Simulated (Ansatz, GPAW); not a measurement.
## A script for LiF (PBE in single-zeta orbitals)

These are simulated results from GPAW 26.7.0, not measurements. The cell began as a database structure and was relaxed with r2SCAN in plane waves (Ansatz 0.2.0). All runs are without spin polarisation.

Space group P6_3mc (No. 186), hexagonal; a = 3.081 Å, c = 4.785 Å in the conventional setting, 9.83 Å³ an atom. Around Li lie 4 F at 1.86–1.87 Å; around F lie 4 Li at 1.86–1.87 Å.

The basis is minimal: single zeta, one radial function for each shell that the log's basis lists. It describes the filled bands fairly and the empty ones poorly.

The script, run.py:

```python
import json
from ase import Atoms
from gpaw import GPAW, PW, FermiDirac

atoms = Atoms(['Li', 'Li', 'F', 'F'],
              cell=[[3.081052, 0.0, 0.0], [-1.540526, 2.668269, -0.0], [0.0, -0.0, 4.785234]],
              scaled_positions=[[0.333333, 0.666667, 0.382439], [0.666667, 0.333333, 0.882439], [0.333333, 0.666667, 0.992559], [0.666667, 0.333333, 0.492559]],
              pbc=True)
calc = GPAW(mode='lcao', basis='sz(dzp)', h=0.2, xc='PBE', kpts={'size': (6, 6, 4), 'gamma': True},
            occupations=FermiDirac(0.02), maxiter=100, legacy_gpaw=True, txt='gpaw.txt')
atoms.calc = calc
res = {'energy': atoms.get_potential_energy(force_consistent=True)}
res['electrons'] = calc.get_number_of_electrons()
res['k'] = calc.get_ibz_k_points().tolist()
res['levels'] = [calc.get_eigenvalues(kpt=i).tolist() for i in range(len(res['k']))]
points = [[0.0, 0.0, 0.0], [0.5, 0.0, 0.0], [0.333333, 0.333333, 0.0], [0.0, 0.0, 0.5], [0.5, 0.0, 0.5], [0.333333, 0.333333, 0.5]]
bands = calc.fixed_density(kpts=points, symmetry='off', txt='bands.txt')
res['points'] = [bands.get_eigenvalues(kpt=i).tolist() for i in range(len(points))]
json.dump(res, open('results.json', 'w'))
print('free energy (eV):', round(res['energy'], 5))
```

Command: `python run.py`. It took 12 s on 1 thread of Arm Neoverse V1 (shared host), peak memory 0.13 GiB.

The log gpaw.txt, trimmed of paths, versions and times, then the last line on the terminal. An iter line gives the energy in eV and the logarithms of the changes of orbitals (plane waves alone) and density (c: converged):

```
___ ___ ___ _ _ _
 |   |   |_  | | | |

 | | | | | . | | | |

 |__ |  _|___|_____|  26.7.0
 |___|_|

Input parameters:
  basis: sz(dzp)
  h: 0.2
  kpts: {gamma: True,
         size: (6, 6, 4)}
  maxiter: 100
  mode: lcao
  occupations: {fixmagmom: False,
                name: fermi-dirac,
                width: 0.02}
  xc: PBE

System changes: positions, numbers, cell, pbc, initial_charges, initial_magmoms

Initialize ...

species:
  Li:
    name:    Lithium
    Z:       3.0
    valence: 1
    core:    2
    charge:  0.0  # [|e|]
    compensation charges:
      type: gauss
      rc: 0.33  # [Å]
      lmax: 2
    cutoffs:
      filter: 1.91  # [Å]
      core: 2.55  # [Å]
    projectors
    | kind |    occ | energy [eV] | rcut [Å] |

    |------|--------|-------------|----------|

    |   2s |  1.000 |      -2.874 |    1.058 |

    |   2p |  0.000 |      -1.090 |    1.058 |

    |    s |        |      24.337 |    1.058 |

    LCAO basis set for Li:
      Name: sz(dzp)
      Number of radial functions: 1
      Number of spherical harmonics: 1
        l=0, rc=10.8906 Bohr: 2s-sz confined orbital
      Number of RI-basis functions 0

  F:
    name:    Fluorine
    Z:       9.0
    valence: 7
    core:    2
    charge:  0.0  # [|e|]
    compensation charges:
      type: gauss
      rc: 0.20  # [Å]
      lmax: 2
    cutoffs:
      filter: 1.14  # [Å]
      core: 0.74  # [Å]
    projectors
    | kind |    occ | energy [eV] | rcut [Å] |

    |------|--------|-------------|----------|

    |   2s |  2.000 |     -29.898 |    0.635 |

    |   2p |  5.000 |     -11.110 |    0.635 |

    |    s |        |      -2.687 |    0.635 |

    |    p |        |      16.102 |    0.635 |

    |    d |        |       0.000 |    0.635 |

    LCAO basis set for F:
      Name: sz(dzp)
      Number of radial functions: 2
      Number of spherical harmonics: 4
        l=0, rc=3.8594 Bohr: 2s-sz confined orbital
        l=1, rc=4.8750 Bohr: 2p-sz confined orbital
      Number of RI-basis functions 0

Reference energy: -5833.737211  # eV

Spin-paired calculation

Convergence criteria:
 Maximum [total energy] change in last 3 cyles: 0.0005 eV / valence electron
 Maximum integral of absolute [dens]ity change: 0.0001 electrons / valence electron
 Maximum integral of absolute [eigenst]ate change: 4e-08 eV^2 / valence electron
 Maximum number of scf [iter]ations: 100
 (Square brackets indicate name in SCF output, whereas a 'c' in
 the SCF output indicates the quantity has converged.)

Symmetries present (total): 1

  ( 1  0  0)
  ( 0  1  0)
  ( 0  0  1)

144 k-points: 6 x 6 x 4 Monkhorst-Pack grid + [1/12,1/12,1/8]
76 k-points in the irreducible part of the Brillouin zone
       k-points in crystal coordinates                weights
   0:     0.00000000    0.00000000    0.00000000          1/144
   1:     0.00000000    0.00000000    0.25000000          2/144
   2:     0.00000000    0.00000000    0.50000000          1/144
   3:     0.00000000    0.16666667   -0.25000000          2/144
   4:     0.00000000    0.16666667    0.00000000          2/144
   5:     0.00000000    0.16666667    0.25000000          2/144
   6:     0.00000000    0.16666667    0.50000000          2/144
   7:     0.00000000    0.33333333   -0.25000000          2/144
   8:     0.00000000    0.33333333    0.00000000          2/144
   9:     0.00000000    0.33333333    0.25000000          2/144
          ...
  75:     0.50000000    0.50000000    0.50000000          1/144

Wave functions: LCAO
  Diagonalizer: Serial LAPACK
  Atomic Correction: dense with blas
  Data-type: complex

Occupation numbers: Fermi-Dirac:
  width: 0.0200  # eV

Eigensolver
   LCAO using direct dense diagonalizer

Densities:
  Coarse grid: 12*12*24 grid
  Fine grid: 24*24*48 grid
  Total Charge: 0.000000

Density mixing:
  Method: separate
  Backend: msr1
  Linear mixing parameter: 0.05
  old densities: 10
  Width of damping distribution: 1.1
  Damping of long wavelength oscillations: 20

Hamiltonian:
  XC and Coulomb potentials evaluated on a 24*24*48 grid
  Using the PBE Exchange-Correlation functional
  Interpolation: tri-quintic (5. degree polynomial)
  Poisson solver: FastPoissonSolver using
    Stencil: 8*3+1=25 point O(h^6) finite-difference Laplacian
    FFT axes: [np.int64(0), np.int64(1), np.int64(2)]
    FST axes: []

XC parameters: PBE with 2 nearest neighbor stencil

Memory estimate:
  Process memory now: 108.95 MiB
  Calculator: 8.58 MiB
    Density: 5.97 MiB
      Arrays: 0.69 MiB
      Localized functions: 4.76 MiB
      Mixer: 0.53 MiB
    Hamiltonian: 0.83 MiB
      Arrays: 0.45 MiB
      XC: 0.00 MiB
      Poisson: 0.00 MiB
      vbar: 0.38 MiB
    Wavefunctions: 1.79 MiB
      C [qnM]: 0.12 MiB
      S, T [2 x qmm]: 0.23 MiB
      P [aqMi]: 0.03 MiB
      BasisFunctions: 1.41 MiB
      Eigensolver: 0.00 MiB

Total number of cores used: 1

Number of atoms: 4
Number of atomic orbitals: 10
Number of bands in calculation: 10
Number of valence electrons: 16
Bands to converge: occupied
Positions:
   0 Li    -0.000002    1.778847    1.830060    ( 0.0000,  0.0000,  0.0000)
   1 Li     1.540528    0.889422    4.222677    ( 0.0000,  0.0000,  0.0000)
   2 F     -0.000002    1.778847    4.749627    ( 0.0000,  0.0000,  0.0000)
   3 F      1.540528    0.889422    2.357010    ( 0.0000,  0.0000,  0.0000)

Unit cell:
           periodic     x           y           z      points  spacing
  1. axis:    yes    3.081052    0.000000    0.000000    12     0.2224
  2. axis:    yes   -1.540526    2.668269   -0.000000    12     0.2224
  3. axis:    yes    0.000000   -0.000000    4.785234    24     0.1994

  Lengths:   3.081052   3.081052   4.785234
  Angles:   90.000000  90.000000 120.000003

Effective grid spacing dv^(1/3) = 0.2250

iter:   1   -16.282764        c
iter:   2   -15.821234        c -0.94
iter:   3   -13.150852        c -0.97
iter:   4   -13.141636        c -2.06
iter:   5   -13.142986        c -2.27
iter:   6   -13.142947c       c -3.10
iter:   7   -13.142944c       c -4.18c

Converged after 7 iterations.

Energy contributions relative to reference atoms: (reference = -5833.737211)

Kinetic:       +112.945335
Potential:      -96.794060
External:        +0.000000
XC:             -31.196134
Entropy (-ST):   -0.000000
Local:           +1.901916
SIC:             +0.000000
--------------------------
Free energy:    -13.142944
Extrapolated:   -13.142944

Showing only first 2 kpts
 Kpt  Band  Eigenvalues  Occupancy
  0     6      0.95954    2.00000
  0     7      1.10737    2.00000
  0     8      6.69257    0.00000
  0     9     14.62347    0.00000

  1     6      0.90723    2.00000
  1     7      0.91592    2.00000
  1     8      7.39845    0.00000
  1     9     11.08319    0.00000

Fermi level: 5.87610

Gap: 5.585 eV
Transition (v -> c):
  (s=0, k=0, n=7, [0.00, 0.00, 0.00]) -> (s=0, k=0, n=8, [0.00, 0.00, 0.00])
No difference between direct/indirect transitions

free energy (eV): -13.14294
```

The gap in the log is over the mesh alone; results.json adds the listed points. PBE in single-zeta orbitals gives a gap of 5.59 eV. On the same cell, plane-wave PBE (Ansatz, 12×12×6 k points and the special points) gives a gap of 7.85 eV and r2SCAN a gap of 8.58 eV; on shared hosts these took about 5.1 and 9.8 core-seconds on the 4-atom cell, against 12 for the script. Semilocal gaps usually lie below measured ones.
